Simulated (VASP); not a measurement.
# Sn (Immm) in VASP: a series of runs

The runs below take Sn through single point, with PBE.

Program: VASP 6.6.1. These are calculated values, not measurements. Logs are shortened: lines on timing, memory, paths and dates and some standing lists are left out, and cuts for length are marked.

## (1) Starting point

The structure is orthorhombic, space group Immm (No. 71). The conventional cell has a = 3.453 Å, b = 3.551 Å, c = 4.677 Å, α = 90.00°, β = 90.00°, γ = 90.00°. Sn (site symmetry mmm) has 12 Sn at 3.41 to 3.55 Å as nearest neighbours.

This isn't the form of Sn at room conditions, which is tetragonal (white tin).

## (2) Single point, PBE

INCAR reads:

```
SYSTEM = Sn
ADDGRID = .FALSE.
ALGO = Normal
EDIFF = 1E-7
ENCUT = 450
GGA = PE
ISIF = 2
ISMEAR = 1
LASPH = .TRUE.
LCHARG = .FALSE.
LREAL = .FALSE.
LWAVE = .FALSE.
NELM = 100
PREC = Accurate
SIGMA = 0.2
```

KPOINTS reads:

```
k-points
0
G
  16 16 16
  0 0 0
```

POSCAR reads:

```
Sn
1.0
   -1.7265390000      1.7755470000      2.3383420000
    1.7265390000     -1.7755470000      2.3383420000
    1.7265390000      1.7755470000     -2.3383420000
Sn
1
Direct
    0.0000000000      0.0000000000      0.0000000000
```

Potentials or basis: VASP PAW PBE potentials, release 64 (Sn).

Launch:

```console
$ cat potpaw_PBE.64/Sn/POTCAR > POTCAR
$ mpirun -np 1 vasp_std > vasp.out
```

OUTCAR:

```text
SYSTEM = Sn
   EDIFF = 1E-7
   ENCUT = 450
   GGA = PE
   ISIF = 2
   ISMEAR = 1
   LASPH = .TRUE.
   LREAL = .FALSE.
   NELM = 100
   PREC = Accurate

 Found    621 irreducible k-points:

 Following reciprocal coordinates:
            Coordinates               Weight
  0.000000  0.000000  0.000000      1.000000
  0.062500  0.000000  0.000000      4.000000
  0.125000  0.000000  0.000000      4.000000
  0.187500  0.000000  0.000000      4.000000
  0.250000  0.000000  0.000000      4.000000
  0.312500  0.000000 -0.000000      4.000000
   k-points           NKPTS =    621   k-points in BZ     NKDIM =    621   number of bands    NBANDS=      6
   number of dos      NEDOS =    301   number of ions     NIONS =      1
   total plane-waves  NPLWV =  13824
   dimension x,y,z NGX =    24 NGY =   24 NGZ =   24
   dimension x,y,z NGXF=    48 NGYF=   48 NGZF=   48
   ions per type =               1
   NGX,Y,Z   is equivalent  to a cutoff of  11.71, 11.71, 11.71 a.u.
   NGXF,Y,Z  is equivalent  to a cutoff of  23.43, 23.43, 23.43 a.u.
 SYSTEM =  Sn
   PREC   = accura    normal or accurate (medium, high low for compatibility)
   ISTART =      0    job   : 0-new  1-cont  2-samecut
   ICHARG =      2    charge: 1-file 2-atom 10-const
   ISPIN  =      1    spin polarized calculation?
   LNONCOLLINEAR =      F non collinear calculations
   LSORBIT =      F    spin-orbit coupling
   LASPH  =      T    aspherical Exc in radial PAW
   ENCUT  =  450.0 eV  33.07 Ry    5.75 a.u.   5.89  5.89  5.89*2*pi/ulx,y,z
   NELM   =    100;   NELMIN=  2; NELMDL= -5     # of ELM steps
   EDIFF  = 0.1E-06   stopping-criterion for ELM
   LREAL  =      F    real-space projection
   EDIFFG = 0.1E-05   stopping-criterion for IOM
   NSW    =      0    number of steps for IOM
   IBRION =     -1    ionic relax: 0-MD 1-quasi-New 2-CG
   NFREE  =      0    steps in history (QN), initial steepest desc. (CG)
   ISIF   =      2    stress and relaxation
   ISYM   =      2    0-nonsym 1-usesym 2-fastsym
   POTIM  = 0.5000    time-step for ionic-motion
   TEBEG  =    0.0;   TEEND  =   0.0 temperature during run
   PSTRESS=    0.0 pullay stress
   NELECT =       4.0000    total number of electrons
   NUPDOWN=      -1.0000    fix difference up-down
   EMIN   =  10.00;   EMAX   =-10.00  energy-range for DOS
   EFERMI =   0.00;   METHOD = LEGACY
   ISMEAR =     1;   SIGMA  =   0.20  broadening in eV -4-tet -1-fermi 0-gaus
   EFERMI_NEDOS =   21; number of points for ismear=-14 and -15
   IALGO  =     38    algorithm
   IMIX   =      4    mixing-type and parameters
     AMIX     =   0.40;   BMIX     =  1.00
     AMIX_MAG =   1.60;   BMIX_MAG =  1.00
  volume/ion in A,a.u.               =      28.67       193.50
  Fermi-wavevector in a.u.,A,eV,Ry     =   0.849055  1.604482  9.808370  0.720895
  Thomas-Fermi vector in A             =   1.964816
   LORBIT       =      0    0 simple, 1 ext, 2 COOP (PROOUT), +10 PAW based schemes
   GGA     = PE    functional components
   LHFCALC =     F    Hartree Fock is set to
   AEXX    =    0.0000 exact exchange contribution
   IVDW    =     0    specifies the selected vdW correction
   LEPSILON=     F    determine dielectric tensor
   LRPA    =     F    only Hartree local field effects (RPA)
 non-spin polarized calculation
 Methfessel and Paxton  Order N= 1 SIGMA  =   0.20
  energy-cutoff  :      450.00
  volume of cell :       28.67
 maximum number of plane-waves:       634
   NGX = 11   NGY = 11   NGZ = 11

 number of electron       4.0000000 magnetization

 Free energy of the ion-electron system (eV)
  ---------------------------------------------------
  ext. energy  EPLUGINS =         0.00000000
  ---------------------------------------------------
  free energy    TOTEN  =        -3.77346092 eV

  energy without entropy =       -3.77277307  energy(sigma->0) =       -3.77323163

 E-fermi :   4.9432     XC(G=0):  -9.9656

 val. band max:        4.9404248834   @ k =  -0.3750   0.1250   0.0625
 cond. band min:       4.9461401424   @ k =  -0.4375  -0.3125   0.1250
 fundamental gap:      0.0057152590
 Fermi energy:         4.9432041421

 k-point     1 :       0.0000    0.0000    0.0000
  band No.  band energies     occupation
      1      -5.8251      2.00000
      2      11.9803      0.00000
      3      12.1244      0.00000
      4      12.5298      0.00000
      5      15.5902      0.00000
      6      15.8025      0.00000

 k-point     2 :       0.0625    0.0000    0.0000
  band No.  band energies     occupation
      1      -5.7496      2.00000
      2      11.1550      0.00000
      3      11.9994      0.00000
      4      12.3725      0.00000
      5      15.0507      0.00000
      6      16.2282      0.00000

 k-point     3 :       0.1250    0.0000    0.0000
  band No.  band energies     occupation
      1      -5.5232      2.00000
      2       9.4126      0.00000
      3      11.8147      0.00000
      4      11.9926      0.00000
      5      14.7304      0.00000
      6      16.6529      0.00000

 k-point     4 :       0.1875    0.0000    0.0000
  band No.  band energies     occupation
      1      -5.1470      2.00000
      2       7.5252     -0.00000
      3      11.5366      0.00000
      4      11.5884      0.00000
      5      14.5138      0.00000
      6      16.7738      0.00000

 k-point     5 :       0.2500    0.0000    0.0000
  band No.  band energies     occupation
      1      -4.6235      2.00000
      2       5.6896     -0.00000
      3      11.0962      0.00000
      4      11.3696      0.00000
      5      14.3835      0.00000
      6      16.1850      0.00000

 k-point     6 :       0.3125    0.0000   -0.0000
  band No.  band energies     occupation
      1      -3.9604      2.00000
      2       3.9745      2.00000
      3      10.7196      0.00000
      4      11.1869      0.00000
      5      14.3415      0.00000
      6      15.6640      0.00000

 [... further k-points ...]

------------------------ aborting loop because EDIFF is reached ----------------------------------------

  FORCE on cell =-STRESS in cart. coord.  units (eV):
  Direction    XX          YY          ZZ          XY          YZ          ZX
  --------------------------------------------------------------------------------------
  -------------------------------------------------------------------------------------
  Total       -0.1450004     -0.2718756     -0.2146165      0.0000000      0.0000000      0.0000000
  in kB       -8.1022043    -15.1916255    -11.9921499      0.0000000      0.0000000      0.0000000
  external PRESSURE =     -11.7619932 kB  Pullay stress =       0.0000000 kB

 VOLUME and BASIS-vectors are now :
 -----------------------------------------------------------------------------
  energy-cutoff  :      450.00
  volume of cell :       28.67
      direct lattice vectors                 reciprocal lattice vectors
    -1.726539000  1.775547000  2.338342000     0.000000000  0.281603359  0.213826720
     1.726539000 -1.775547000  2.338342000     0.289596702  0.000000000  0.213826720
     1.726539000  1.775547000 -2.338342000     0.289596702  0.281603359  0.000000000

 POSITION                                       TOTAL-FORCE (eV/Angst)
 -----------------------------------------------------------------------------------
      0.00000      0.00000      0.00000         0.000000     -0.000000      0.000000
 -----------------------------------------------------------------------------------
    total drift:                                0.000000     -0.000000     -0.000000

  FREE ENERGIE OF THE ION-ELECTRON SYSTEM (eV)
  ---------------------------------------------------
  free  energy   TOTEN  =        -3.7734609151 eV

  energy  without entropy=       -3.7727730736  energy(sigma->0) =       -3.77323163
```

Run time: 22 s. Hardware: 1 thread of Intel Xeon 6975P-C (Granite Rapids), shared host; peak memory 0.21 GiB.

These settings aren't checked as converged: the numbers below hold their error.

Results:

```
Free energy            : -3.7735 eV
Pressure               : -1.2 GPa
Band gap on the k mesh : none (metal or under the smearing width)
```

## (3) Single point, PBE

INCAR is that of step 2.

KPOINTS is that of step 2.

POSCAR reads:

```
Sn
1.0
   -1.6810770000      1.7214010000      2.3373330000
    1.7271670000     -1.7623000000      2.4024190000
    1.7145940000      1.7948920000     -2.3683880000
Sn
1
Direct
    0.0245380000     -0.0183670000      0.0024320000
```

Potentials or basis: VASP PAW PBE potentials, release 64 (Sn).

Launch:

```console
$ cat potpaw_PBE.64/Sn/POTCAR > POTCAR
$ mpirun -np 1 vasp_std > vasp.out
```

It took 57 s on 1 thread of Intel Xeon 6975P-C (Granite Rapids), shared host; peak memory 0.41 GiB.

These settings aren't checked as converged: the numbers below hold their error.

Results:

```
Free energy            : -3.7731 eV
Pressure               : -1.2 GPa
Band gap on the k mesh : none (metal or under the smearing width)
```

## (4) Single point, PBE

Edit INCAR of step 3 so:

```diff
@@ -14,2 +14,2 @@
 PREC = Accurate
-SIGMA = 0.2
+SIGMA = 0.4
```

KPOINTS is that of step 3.

POSCAR reads:

```
Sn
1.0
   -1.7265390000      1.7755470000      2.3383420000
    1.7265390000     -1.7755470000      2.3383420000
    1.7265390000      1.7755470000     -2.3383420000
Sn
1
Direct
    0.0000000000      0.0000000000      0.0000000000
```

Launch:

```console
$ cat potpaw_PBE.64/Sn/POTCAR > POTCAR
$ mpirun -np 1 vasp_std > vasp.out
```

Run time: 27 s. Hardware: 1 thread of Intel Xeon 6975P-C (Granite Rapids), shared host; peak memory 0.21 GiB.

The run converged, but some of its settings lie outside the range that counts as converged, so its numbers aren't taken as properties of the crystal.

What came out:

```
Free energy            : -3.7736 eV
Pressure               : -1.2 GPa
Band gap on the k mesh : none (metal or under the smearing width)
```

## (5) The reference run

An earlier run on the cell as given: functional PBE; potentials or basis VASP PAW PBE potentials, release 64 (Sn_d); cutoff 520 eV; k mesh 11 × 11 × 11; occupations fermi-dirac, width 0.05 eV; no spin polarisation.

* Pressure: -1.1 GPa
* Band gap on the k mesh: none (metal or under the smearing width)
